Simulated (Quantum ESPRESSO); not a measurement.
# AlN (P6_3mc) in Quantum ESPRESSO: further runs

Runs on AlN. Level: PBE. Tasks: band structure.

All numbers are computed with Quantum ESPRESSO 7.5; they aren't measurements. Logs are shortened: lines on timing, memory, paths and dates and some standing lists are left out, and cuts for length are marked.

**Experimental background.**

“Self-assembly of well-separated AlN nanowires directly on sputtered metallic TiN films”, 2019, arxiv:1910.07391 quotes, for a bulk crystal of AlN at 10 K: band gap 6.034 eV (an exciton energy, a little under the gap).

From “Structural and optical properties of self-assembled AlN nanowires grown on SiO2/Si substrates by molecular beam epitaxy”, 2024, arxiv:2402.00216, for a bulk crystal of AlN at 0 K: band gap 6.0343 eV (an exciton energy, a little under the gap).

The results are compared with them further down.

## Step 1: Starting point

The structure is hexagonal, space group P6_3mc (No. 186). Conventional cell: a = 3.113 Å, b = 3.113 Å, c = 4.981 Å, α = 90.00°, β = 90.00°, γ = 120.00°. Al (site symmetry 3m) is surrounded by 4 N at 1.89 Å. N (site symmetry 3m) is surrounded by 4 Al at 1.89 Å.

## Step 2: Band structure, PBE

Input file pw.in:

```
&CONTROL
  calculation = 'scf'
  prefix = 'pwscf'
  outdir = './tmp'
  pseudo_dir = './pseudo'
  tprnfor = .true.
  tstress = .true.
  disk_io = 'low'
/
&SYSTEM
  ibrav = 0
  celldm(1) = 8
  nat = 4
  ntyp = 2
  ecutwfc = 91
  nbnd = 14
  occupations = 'smearing'
  smearing = 'fd'
  degauss = 0.00367493
/
&ELECTRONS
  conv_thr = 8d-10
  electron_maxstep = 120
  mixing_beta = 0.5
/
ATOMIC_SPECIES
Al    26.9815 Al.upf
N     14.0070 N.upf
CELL_PARAMETERS alat
  0.7353396782450   0.0000000000000   0.0000000000000
 -0.3676698391225   0.6368228417753   0.0000000000000
  0.0000000000000   0.0000000000000   1.1765907283451
ATOMIC_POSITIONS crystal
Al     0.6666666667    0.3333333333    0.5000000000
Al     0.3333333333    0.6666666667    0.0000000000
N      0.6666666667    0.3333333333    0.8800000000
N      0.3333333333    0.6666666667    0.3800000000
K_POINTS automatic
10 10 6 0 0 0
```

Input file bands.in:

```
&CONTROL
  calculation = 'bands'
  prefix = 'pwscf'
  outdir = './tmp'
  pseudo_dir = './pseudo'
  disk_io = 'low'
  verbosity = 'high'
/
&SYSTEM
  ibrav = 0
  celldm(1) = 8
  nat = 4
  ntyp = 2
  ecutwfc = 91
  nbnd = 14
  occupations = 'smearing'
  smearing = 'fd'
  degauss = 0.00367493
/
&ELECTRONS
  conv_thr = 1d-08
  electron_maxstep = 120
  mixing_beta = 0.5
  diago_full_acc = .true.
  startingwfc = 'random'
/
ATOMIC_SPECIES
Al    26.9815 Al.upf
N     14.0070 N.upf
CELL_PARAMETERS alat
  0.7353396782450   0.0000000000000   0.0000000000000
 -0.3676698391225   0.6368228417753   0.0000000000000
  0.0000000000000   0.0000000000000   1.1765907283451
ATOMIC_POSITIONS crystal
Al     0.6666666667    0.3333333333    0.5000000000
Al     0.3333333333    0.6666666667    0.0000000000
N      0.6666666667    0.3333333333    0.8800000000
N      0.3333333333    0.6666666667    0.3800000000
K_POINTS crystal
60
 0.0000000000  0.0000000000  0.0000000000 1
 0.0714285714  0.0000000000  0.0000000000 1
 0.1428571429  0.0000000000  0.0000000000 1
 0.2142857143  0.0000000000  0.0000000000 1
 0.2857142857  0.0000000000  0.0000000000 1
 0.3571428571  0.0000000000  0.0000000000 1
 0.4285714286  0.0000000000  0.0000000000 1
 0.5000000000  0.0000000000  0.0000000000 1
 0.4583333333  0.0833333333  0.0000000000 1
 0.4166666667  0.1666666667  0.0000000000 1
 0.3750000000  0.2500000000  0.0000000000 1
 0.3333333333  0.3333333333  0.0000000000 1
 0.2962962963  0.2962962963  0.0000000000 1
 0.2592592593  0.2592592593  0.0000000000 1
 0.2222222222  0.2222222222  0.0000000000 1
 0.1851851852  0.1851851852  0.0000000000 1
 0.1481481481  0.1481481481  0.0000000000 1
 0.1111111111  0.1111111111  0.0000000000 1
 0.0740740741  0.0740740741  0.0000000000 1
 0.0370370370  0.0370370370  0.0000000000 1
 0.0000000000  0.0000000000  0.0000000000 1
 0.0000000000  0.0000000000  0.1250000000 1
 0.0000000000  0.0000000000  0.2500000000 1
 0.0000000000  0.0000000000  0.3750000000 1
 0.0000000000  0.0000000000  0.5000000000 1
 0.0625000000  0.0000000000  0.5000000000 1
 0.1250000000  0.0000000000  0.5000000000 1
 0.1875000000  0.0000000000  0.5000000000 1
 0.2500000000  0.0000000000  0.5000000000 1
 0.3125000000  0.0000000000  0.5000000000 1
 0.3750000000  0.0000000000  0.5000000000 1
 0.4375000000  0.0000000000  0.5000000000 1
 0.5000000000  0.0000000000  0.5000000000 1
 0.4666666667  0.0666666667  0.5000000000 1
 0.4333333333  0.1333333333  0.5000000000 1
 0.4000000000  0.2000000000  0.5000000000 1
 0.3666666667  0.2666666667  0.5000000000 1
 0.3333333333  0.3333333333  0.5000000000 1
 0.3030303030  0.3030303030  0.5000000000 1
 0.2727272727  0.2727272727  0.5000000000 1
 0.2424242424  0.2424242424  0.5000000000 1
 0.2121212121  0.2121212121  0.5000000000 1
 0.1818181818  0.1818181818  0.5000000000 1
 0.1515151515  0.1515151515  0.5000000000 1
 0.1212121212  0.1212121212  0.5000000000 1
 0.0909090909  0.0909090909  0.5000000000 1
 0.0606060606  0.0606060606  0.5000000000 1
 0.0303030303  0.0303030303  0.5000000000 1
 0.0000000000  0.0000000000  0.5000000000 1
 0.5000000000  0.0000000000  0.5000000000 1
 0.5000000000  0.0000000000  0.4000000000 1
 0.5000000000  0.0000000000  0.3000000000 1
 0.5000000000  0.0000000000  0.2000000000 1
 0.5000000000  0.0000000000  0.1000000000 1
 0.5000000000  0.0000000000  0.0000000000 1
 0.3333333333  0.3333333333  0.0000000000 1
 0.3333333333  0.3333333333  0.1250000000 1
 0.3333333333  0.3333333333  0.2500000000 1
 0.3333333333  0.3333333333  0.3750000000 1
 0.3333333333  0.3333333333  0.5000000000 1
```

Potentials or basis: Ansatz NC SR PBE.

Command:

```bash
$ OMP_NUM_THREADS=1 pw.x -in pw.in > pw.out
$ OMP_NUM_THREADS=1 pw.x -in bands.in > bands.out
```

pw.out:

```text
[... set-up lines left out ...]
     Self-consistent Calculation

     iteration #  1     ecut=    91.00 Ry     beta= 0.50
     Davidson diagonalization with overlap
     ethr =  1.00E-02,  avg # of iterations =  3.9

     total energy              =     -67.92433688 Ry
     estimated scf accuracy    <       1.20727457 Ry

     iteration #  2     ecut=    91.00 Ry     beta= 0.50
     Davidson diagonalization with overlap
     ethr =  7.55E-03,  avg # of iterations =  2.0

     total energy              =     -68.26513420 Ry
     estimated scf accuracy    <       0.15731211 Ry

     iteration #  3     ecut=    91.00 Ry     beta= 0.50
     Davidson diagonalization with overlap
     ethr =  9.83E-04,  avg # of iterations =  1.6

     total energy              =     -68.28749394 Ry
     estimated scf accuracy    <       0.01000343 Ry

     iteration #  4     ecut=    91.00 Ry     beta= 0.50
     Davidson diagonalization with overlap
     ethr =  6.25E-05,  avg # of iterations =  4.9

     total energy              =     -68.28931710 Ry
     estimated scf accuracy    <       0.00431422 Ry

     iteration #  5     ecut=    91.00 Ry     beta= 0.50
     Davidson diagonalization with overlap
     ethr =  2.70E-05,  avg # of iterations =  1.9
[... 29 lines left out ...]
     total energy              =     -68.28948385 Ry
     estimated scf accuracy    <       0.00000018 Ry

     iteration # 10     ecut=    91.00 Ry     beta= 0.50
     Davidson diagonalization with overlap
     ethr =  1.15E-09,  avg # of iterations =  2.1

     total energy              =     -68.28948388 Ry
     estimated scf accuracy    <       0.00000003 Ry

     iteration # 11     ecut=    91.00 Ry     beta= 0.50
     Davidson diagonalization with overlap
     ethr =  1.92E-10,  avg # of iterations =  1.3

     total energy              =     -68.28948387 Ry
     estimated scf accuracy    <       0.00000002 Ry

     iteration # 12     ecut=    91.00 Ry     beta= 0.50
     Davidson diagonalization with overlap
     ethr =  1.53E-10,  avg # of iterations =  2.0

     End of self-consistent calculation

          k = 0.0000 0.0000 0.0000 (  4127 PWs)   bands (ev):

    -8.0692  -5.9175   1.1191   6.2658   6.2658   6.9186   6.9186   7.0985
    11.3130  13.7464  17.7072  18.2533  18.2534  20.2339

          k = 0.0000 0.0000 0.1417 (  4115 PWs)   bands (ev):

    -7.9626  -6.1253   1.4897   6.3072   6.3072   6.4991   6.8725   6.8725
    11.8040  13.8139  17.5325  18.2200  18.2200  19.4287

          k = 0.0000 0.0000 0.2833 (  4120 PWs)   bands (ev):

    -7.6536  -6.6197   2.4619   5.2136   6.4219   6.4219   6.7483   6.7483
    12.7530  13.8766  17.2546  18.2534  18.2683  18.2685

          k = 0.0000 0.0000-0.4250 (  4120 PWs)   bands (ev):

    -7.1794  -7.1794   3.7792   3.7792   6.5827   6.5827   6.5827   6.5827
    13.5587  13.5587  17.4268  17.4270  18.5686  18.5686

          k = 0.0000 0.1570 0.0000 (  4109 PWs)   bands (ev):

    -7.9420  -5.8461   1.2703   5.6837   6.1018   6.3485   6.8977   7.0430
    11.8912  14.2565  17.1781  17.4545  18.6189  19.8306

          k = 0.0000 0.1570 0.1417 (  4112 PWs)   bands (ev):

    -7.8371  -6.0457   1.6186   5.7289   6.0365   6.1507   6.8290   6.8395
    12.2593  14.3140  16.9254  17.4679  18.5593  19.3297
[... 51 lines left out ...]
          k = 0.0000 0.6281 0.0000 (  4134 PWs)   bands (ev):

    -6.4341  -5.3609   2.0296   3.1977   3.3216   5.1267   5.7892   6.4928
    13.0969  13.2434  15.2128  17.3860  18.1738  19.1721

          k = 0.0000 0.6281 0.1417 (  4140 PWs)   bands (ev):

    -6.3657  -5.4343   1.8279   2.8701   3.8326   5.2025   5.9979   6.3802
    12.6614  13.2627  15.8465  17.0163  18.4725  18.8910

          k = 0.0000 0.6281 0.2833 (  4122 PWs)   bands (ev):

    -6.1756  -5.6358   1.6846   2.3020   4.7674   5.4184   6.0924   6.1243
    12.3083  13.1706  16.1562  17.0143  18.4518  19.2988

          k = 0.0000 0.6281-0.4250 (  4140 PWs)   bands (ev):

    -5.9088  -5.9088   1.8529   1.8529   5.6600   5.6600   5.7379   5.7379
    12.6451  12.6451  16.5317  16.5317  18.8525  18.8525

          k = 0.0000-0.7851 0.0000 (  4136 PWs)   bands (ev):

    -6.1045  -5.4074   1.6732   2.9602   3.7640   5.0355   5.3284   6.4392
    12.9125  12.9147  15.2910  17.3963  18.0024  19.2803

          k = 0.0000-0.7851 0.1417 (  4136 PWs)   bands (ev):

    -6.0528  -5.4457   1.5250   2.5888   4.1545   5.1129   5.6718   6.3226
    12.4448  12.9780  16.0078  16.8647  18.3194  19.4089

          k = 0.0000-0.7851 0.2833 (  4144 PWs)   bands (ev):

    -5.9135  -5.5588   1.3821   1.9650   4.9737   5.3336   6.0255   6.0296
    12.0679  12.9301  16.1757  16.8773  18.4164  19.1823

          k = 0.0000-0.7851-0.4250 (  4136 PWs)   bands (ev):

    -5.7298  -5.7298   1.5186   1.5186   5.6610   5.6610   5.7467   5.7467
    12.4166  12.4166  16.3779  16.3779  18.9205  18.9205

          k = 0.1360 0.2355 0.0000 (  4121 PWs)   bands (ev):

    -7.6956  -5.7170   1.5671   4.9459   5.1963   6.0888   6.7174   6.9131
    12.6956  15.0064  16.3062  16.5234  19.0543  19.2789

          k = 0.1360 0.2355 0.1417 (  4124 PWs)   bands (ev):

    -7.5944  -5.8998   1.8614   5.0545   5.0613   5.9744   6.6425   6.7919
    12.8905  15.0400  16.0582  16.6161  18.8588  19.1605

          k = 0.1360 0.2355 0.2833 (  4116 PWs)   bands (ev):

    -7.3026  -6.3439   2.6177   4.4880   5.3633   5.9307   6.4433   6.4518
    13.4049  14.7847  15.9495  16.7015  18.5572  19.0673

          k = 0.1360 0.2355-0.4250 (  4136 PWs)   bands (ev):

    -6.8590  -6.8590   3.5793   3.5793   5.7896   5.7896   6.2547   6.2547
    14.0973  14.0973  16.3665  16.3665  18.7857  18.7858

          k = 0.1360 0.3926 0.0000 (  4124 PWs)   bands (ev):

    -7.2378  -5.5164   2.1355   3.7054   4.2889   5.5419   6.4679   6.6099
    13.6034  14.8975  15.2408  16.6098  18.3220  18.7910

          k = 0.1360 0.3926 0.1417 (  4133 PWs)   bands (ev):
[... 114 lines left out ...]
          k = 0.4080 0.7066 0.0000 (  4159 PWs)   bands (ev):

    -5.7644  -5.4361   2.3007   3.1662   3.6007   4.3180   4.8293   5.0885
    12.2658  15.3456  16.5600  16.9070  18.3222  18.9028

          k = 0.4080 0.7066 0.1417 (  4144 PWs)   bands (ev):

    -5.7331  -5.4470   2.3542   2.7609   3.2769   4.5664   4.9276   5.5366
    12.6332  15.2476  16.0381  16.5022  18.6460  18.7880

          k = 0.4080 0.7066 0.2833 (  4156 PWs)   bands (ev):

    -5.6531  -5.4859   2.3211   2.3266   3.1043   4.0495   5.7722   6.1545
    13.4697  14.7421  15.5522  15.7108  18.7902  18.9214

          k = 0.4080 0.7066-0.4250 (  4152 PWs)   bands (ev):

    -5.5592  -5.5592   2.1920   2.1920   3.4786   3.4786   6.2879   6.2879
    14.1903  14.1903  15.3595  15.3595  18.9077  18.9077

     the Fermi energy is     9.7452 ev

!    total energy              =     -68.28948387 Ry
     estimated scf accuracy    <          2.0E-11 Ry
     smearing contrib. (-TS)   =      -0.00000000 Ry
     internal energy E=F+TS    =     -68.28948387 Ry

     The total energy is F=E-TS. E is the sum of the following terms:
     one-electron contribution =      -1.93753956 Ry
     hartree contribution      =      11.45148341 Ry
     xc contribution           =     -34.31697945 Ry
     ewald contribution        =     -43.48644828 Ry

     convergence has been achieved in  12 iterations

     Forces acting on atoms (cartesian axes, Ry/au):

     atom    1 type  1   force =     0.00000000    0.00000000   -0.00501865
     atom    2 type  1   force =    -0.00000000   -0.00000000   -0.00501865
     atom    3 type  2   force =    -0.00000000   -0.00000000    0.00501865
     atom    4 type  2   force =     0.00000000    0.00000000    0.00501865

     Total force =     0.010037     Total SCF correction =     0.000002

     Computing stress (Cartesian axis) and pressure

          total   stress  (Ry/bohr**3)                   (kbar)     P=       36.07
   0.00020690  -0.00000000  -0.00000000           30.44       -0.00       -0.00
   0.00000000   0.00020690  -0.00000000            0.00       30.44       -0.00
   0.00000000   0.00000000   0.00032181            0.00        0.00       47.34

=------------------------------------------------------------------------------=
   JOB DONE.
=------------------------------------------------------------------------------=
```

It took 1.8 min on 1 thread of Arm Neoverse V1, shared host; peak memory 0.11 GiB.

Results:

```yaml
Free_energy: -929.1258 eV
Pressure: 3.6 GPa
Largest_force: 0.129 eV/Å
Band_gap_on_the_k_mesh: 4.21 eV, direct
Band_gap_along_the_path: 4.21 eV, direct
```

Forces on the atoms (eV/Å):
```
Al   0.000  0.000 -0.129
Al   0.000  0.000 -0.129
N    0.000  0.000  0.129
N    0.000  0.000  0.129
```

Levels at the corners of the path, in eV from the valence-band top:
```
point  band 6  band 7  band 8  band 9  band 10  band 11
    Γ   -0.18   -0.18    0.00    4.21     6.65    10.61
    M   -2.06   -1.77   -0.66    5.81     5.82     8.19
    K   -2.42   -2.38   -2.38    5.06     8.37     9.69
    Γ   -0.18   -0.18    0.00    4.21     6.65    10.61
    A   -0.52   -0.52   -0.52    6.46     6.46    10.33
    L   -1.44   -1.35   -1.35    5.32     5.32     9.28
    H   -3.83   -0.78   -0.78    7.43     7.43     7.85
    A   -0.52   -0.52   -0.52    6.46     6.46    10.33
    L   -1.44   -1.35   -1.35    5.32     5.32     9.28
    M   -2.06   -1.77   -0.66    5.81     5.82     8.19
    K   -2.42   -2.38   -2.38    5.06     8.37     9.69
    H   -3.83   -0.78   -0.78    7.43     7.43     7.85
```

Caveat: some levels on the path didn't converge.

## Step 3: Band structure, PBE

pw.in: that of step 2 with these lines changed.

```diff
@@ -14,3 +14,4 @@
   ntyp = 2
-  ecutwfc = 91
+  ecutwfc = 45
+  ecutrho = 360
   nbnd = 14
@@ -26,4 +27,4 @@
 ATOMIC_SPECIES
-Al    26.9815 Al.upf
-N     14.0070 N.upf
+Al    26.9815 al_pbe_v1.uspp.F.UPF
+N     14.0070 n_pbe_v1.2.uspp.F.UPF
 CELL_PARAMETERS alat
```

bands.in: that of step 2 with these lines changed.

```diff
@@ -13,3 +13,4 @@
   ntyp = 2
-  ecutwfc = 91
+  ecutwfc = 45
+  ecutrho = 360
   nbnd = 14
@@ -27,4 +28,4 @@
 ATOMIC_SPECIES
-Al    26.9815 Al.upf
-N     14.0070 N.upf
+Al    26.9815 al_pbe_v1.uspp.F.UPF
+N     14.0070 n_pbe_v1.2.uspp.F.UPF
 CELL_PARAMETERS alat
```

Potentials or basis: GBRV 1.5 PBE.

Command:

```bash
$ OMP_NUM_THREADS=1 pw.x -in pw.in > pw.out
$ OMP_NUM_THREADS=1 pw.x -in bands.in > bands.out
```

Run time: 29 s. Hardware: 1 thread of Arm Neoverse V1, shared host; peak memory 0.09 GiB.

Results (log left out):

```yaml
Free_energy: -736.0770 eV
Pressure: 4.2 GPa
Largest_force: 0.126 eV/Å
Band_gap_on_the_k_mesh: 4.20 eV, direct
Band_gap_along_the_path: 4.20 eV, direct
```

Forces in eV/Å, atoms in the order of the input:
```
Al   0.000  0.000 -0.126
Al   0.000  0.000 -0.126
N    0.000  0.000  0.126
N    0.000  0.000  0.126
```

Stress tensor (GPa, compression positive):
```
3.66 0.00 0.00
0.00 3.66 0.00
0.00 0.00 5.39
```

Levels at the corners of the path, in eV from the valence-band top:
```
point  band 5  band 6  band 7  band 8  band 9  band 10  band 11  band 12
    Γ   -0.85   -0.18   -0.18    0.00    4.20     6.61    10.59    11.10
    M   -3.37   -2.10   -1.80   -0.67    5.80     5.82     8.15    10.28
    K   -3.80   -2.44   -2.41   -2.41    5.05     8.37     9.68     9.68
    Γ   -0.85   -0.18   -0.18    0.00    4.20     6.61    10.59    11.10
    A   -0.52   -0.52   -0.52   -0.52    6.44     6.44    10.27    10.27
    L   -1.47   -1.47   -1.37   -1.37    5.31     5.31     9.23     9.23
    H   -3.87   -3.87   -0.81   -0.81    7.43     7.43     7.83     7.83
    A   -0.52   -0.52   -0.52   -0.52    6.44     6.44    10.27    10.27
    L   -1.47   -1.47   -1.37   -1.37    5.31     5.31     9.23     9.23
    M   -3.37   -2.10   -1.80   -0.67    5.80     5.82     8.15    10.28
    K   -3.80   -2.44   -2.41   -2.41    5.05     8.37     9.68     9.68
    H   -3.87   -3.87   -0.81   -0.81    7.43     7.43     7.83     7.83
```

(Part 1 of 3 ends here.)
